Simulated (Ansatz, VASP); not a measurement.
Two plane-wave programs on NiO

```xyz
2
Lattice="2.4535 0.0000 0.0000 0.0000 2.4535 0.0000 0.0000 0.0000 2.4535" Properties=species:S:1:pos:R:3 pbc="T T T"
Ni    0.0000    0.0000    0.0000
O     1.2267    1.2267    1.2267
```

Measurements of this composition are mostly on another form, of space group No. 225.

Alike in both runs: task single point; functional PBE; k mesh 11 × 11 × 11; occupations fermi-dirac, width 0.05 eV; collinear spin.

```csv
,VASP,Ansatz
version,VASP 6.6.1,Ansatz 0.2.0
potentials or method,"VASP PAW PBE potentials, release 64 (Ni, O)",Ansatz PAW
plane-wave cutoff (eV),520,420
valence electrons in the cell,16,24
```

```csv
,VASP,Ansatz,Ansatz less VASP
gap on the k mesh at the Fermi level (eV),none,none,-
net moment per atom (μB),0.00,0.00,-0.001
```

A gap of «none» marks a metal or a gap that the smearing closes. The two sets of potentials don't hold the same shells in valence.

Caveats: semilocal functionals often make such compounds metallic where correlation or magnetic order opens a gap, which also shifts bond lengths; the starting moments weren't kept (Ansatz).
